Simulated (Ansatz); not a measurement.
Zn: the change of energy above lowest point and pressure with volume per atom

All results are calculated (Ansatz 0.2.0 development build). Equation of state of a cubic crystal from periodic Kohn-Sham density functional theory without spin; pressure corrected for the finite basis.

Cell of the first row (space group Fm-3m, No. 225):
```
CELL_PARAMETERS angstrom
0.00000 1.91020 1.91020
1.91020 0.00000 1.91020
1.91020 1.91020 0.00000
ATOMIC_POSITIONS crystal
Zn 0.00000 0.00000 0.00000
```

Settings of every row: formula Zn; structure type fcc; functional r2SCAN; spin treatment none; k mesh 15x15x15; occupation method fermi-dirac; occupation width 0.1 eV; wave cutoff 660 eV; datasets hand-made PAW; density cutoff ratio 4; xc grid level 2.

Limits: a cubic model structure, not a phase known at ambient conditions; the SCF threshold is loose for a stress in some rows.

```
row  volume per atom (Å³)  energy above lowest point (meV/atom)  pressure (GPa)
  1                 13.94                                  2.43           2.366
  2                14.395                                     0          -0.555
  3                 14.85                                   5.1          -2.959
  4                15.304                                     ?               ?
  5                15.759                                 32.74          -6.545
```

Question: what energy above lowest point and pressure should row 4 give?

Worked fit of energy above lowest point. Take u = (V_r/V)^(2/3) − 1 with V_r = 14.622 Å³ an atom, which is twice the finite (Eulerian) strain; such expansions in the strain, on which the Birch-Murnaghan equation of state is built, carry the rest volume and the bulk modulus. The shown rows have u = 0.03236, 0.01049, -0.01026, -0.0487. Least squares give energy above lowest point = 1.71 − 241.55 × u + 8127.8 × u² meV/atom; a straight line predicts inner rows, each left out in turn, worse (root mean square 8.4 against 0.14 meV/atom). The rows lie off it by 0.03, -0.07, 0.06, -0.01 (root mean square 0.049 meV/atom). Its lowest point lies at u = 0.0149, or V = 14.3 Å³ an atom, and the curvature there gives the bulk modulus at fixed shape and fractions, B = (4/9)(1 + u)² E″(u)/V = 83.4 GPa. The withheld row has u = -0.02993, so the fit gives 1.71 − 241.55 × (-0.02993) + 8127.8 × (-0.02993)² = 16.22 meV/atom.

The calculation gave 16.38 meV/atom. The fit lies 0.16 meV/atom (0.49 % of the column's range) below it; its largest miss of a shown row is 0.07 meV/atom.

Worked fit of pressure. Take u = (V_r/V)^(2/3) − 1 with V_r = 14.622 Å³ an atom, which is twice the finite (Eulerian) strain; such expansions in the strain, on which the Birch-Murnaghan equation of state is built, carry the rest volume and the bulk modulus. The shown rows have u = 0.03236, 0.01049, -0.01026, -0.0487. Least squares give pressure = −1.812 + 116.317 × u + 393.21 × u² GPa; a straight line predicts inner rows, each left out in turn, worse (root mean square 0.41 against 0.013 GPa). The rows lie off it by 0.002, -0.006, 0.005, -0.001 (root mean square 0.0041 GPa). The pressure vanishes at u = 0.0148, or V = 14.3 Å³ an atom, and there the bulk modulus at fixed shape and fractions is B = −V dP/dV = (2/3)(1 + u) dP/du = 86.6 GPa. The withheld row has u = -0.02993, so the fit gives −1.812 + 116.317 × (-0.02993) + 393.21 × (-0.02993)² = -4.941 GPa.

The calculation gave -4.931 GPa. The fit lies 0.010 GPa (0.11 % of the column's range) below it; its largest miss of a shown row is 0.006 GPa.
